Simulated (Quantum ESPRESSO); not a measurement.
A run of Quantum ESPRESSO 7.5 is set up as follows.

pw.in

```
&CONTROL
  calculation = 'scf'
  prefix = 'pwscf'
  outdir = './tmp'
  pseudo_dir = './pseudo'
  tprnfor = .true.
  tstress = .true.
  disk_io = 'nowf'
/
&SYSTEM
  ibrav = 0
  nat = 3
  ntyp = 2
  ecutwfc = 132
  nbnd = 31
  input_dft = 'pbesol'
  occupations = 'smearing'
  smearing = 'gaussian'
  degauss = 0.00367493
  nspin = 2
  starting_magnetization(1) = 0.037
  starting_magnetization(2) = 0
/
&ELECTRONS
  conv_thr = 1.2d-07
  electron_maxstep = 100
  mixing_beta = 0.7
  mixing_ndim = 20
/
ATOMIC_SPECIES
Ta   180.9479 Ta.upf
S     32.0600 S.upf
CELL_PARAMETERS angstrom
   3.3500014000    0.0000000000    0.0000000000
  -1.6750007000    2.9011863100    0.0000000000
   0.0000000000    0.0000000000    5.8599987400
ATOMIC_POSITIONS crystal
Ta     0.0000000000    0.0000000000    0.0000000000
S      0.3333333333    0.6666666667    0.2500000000
S      0.6666666667    0.3333333333    0.7500000000
K_POINTS automatic
7 7 3 0 0 0
HUBBARD {ortho-atomic}
U Ta-5d 6.0
```

Potentials or basis: PseudoDojo 0.4.1 SR LDA stringent.

The run is started by

```bash
$ OMP_NUM_THREADS=1 mpirun -n 2 pw.x -nk 2 -in pw.in > pw.out
```

(1) Predict the site moments.

(2) Predict the absolute moment.

(3) Estimate the largest force.

(4) Predict the net moment.

Answers

(1) Ta +0.58; S -0.03 μB.

(2) 1.23 μB per cell.

(3) 1.068 eV/Å.

(4) 1.00 μB per cell.

Caveat: the potentials were made for another functional, which shifts forces and pressure.
